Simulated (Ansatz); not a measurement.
# C: the cost of one run

Computed with Ansatz 0.2.0 (DFT PBE, scalar-relativistic, plane waves, PAW, unless a step's input says otherwise).

A COD entry behind a cell of this session may itself be a prediction, so a difference from it is no test against experiment.

2 further runs of the same task are left out: 2 set aside as unsound or not needed.

### Step 1. The starting structure

It takes space group P6_3/mmc (No. 194, hexagonal). The conventional cell has a = 2.522 Å, b = 2.522 Å, c = 4.119 Å, α = 90.00°, β = 90.00°, γ = 120.00°. C (site symmetry 3m) is surrounded by 4 C at 1.54 Å.

Structure file:

```
CELL_PARAMETERS angstrom
2.52210 0.00000 0.00000
-1.26105 2.18420 0.00000
0.00000 0.00000 4.11860
ATOMIC_POSITIONS crystal
C 0.33333 0.66667 0.06250
C 0.66667 0.33333 0.56250
C 0.33333 0.66667 0.43750
C 0.66667 0.33333 0.93750
```

The structure comes from the Crystallography Open Database.

(A quick probe on a coarse mesh, which set the mesh and smearing, is not shown.)

### Step 3. Relaxing cell and atoms

input.yaml reads:

```yaml
crystal:
  lattice:
    - [2.5221, 0.0, 0.0]
    - [-1.26105, 2.1842026709, 0.0]
    - [0.0, 0.0, 4.1186]
  atoms:
    - { symbol: C, position: [0.3333333333, 0.6666666667, 0.0625] }
    - { symbol: C, position: [0.6666666667, 0.3333333333, 0.5625] }
    - { symbol: C, position: [0.3333333333, 0.6666666667, 0.4375] }
    - { symbol: C, position: [0.6666666667, 0.3333333333, 0.9375] }
basis:
  ecutwfc: 420
kpoints:
  mp_grid: { grid: [12, 12, 6] }
hamiltonian:
  xc: pbe
scf:
  occupations: { method: gaussian, width: 0.02 }
output:
  forces: true
  stress: true
  eigenvalues: true
  write_density: true
  write_potential: true
  elf: true
  volumetric_format: npy
relax:
  adjacent_minimum: "off"
  f_tol: 0.005
  max_steps: 80
  cell: { stress_tol: 0.05 }
```

The run is started by

```console
$ ansatz run input.yaml --threads 1 --pin off --max-ram 2560MiB --backend cpu --events-out ev --progress --plain --runs-dir out
```

Q: Estimate wall time and peak memory on 1 thread of Arm Neoverse V2, shared host.

About 7.7 s, with a peak of 0.29 GiB.
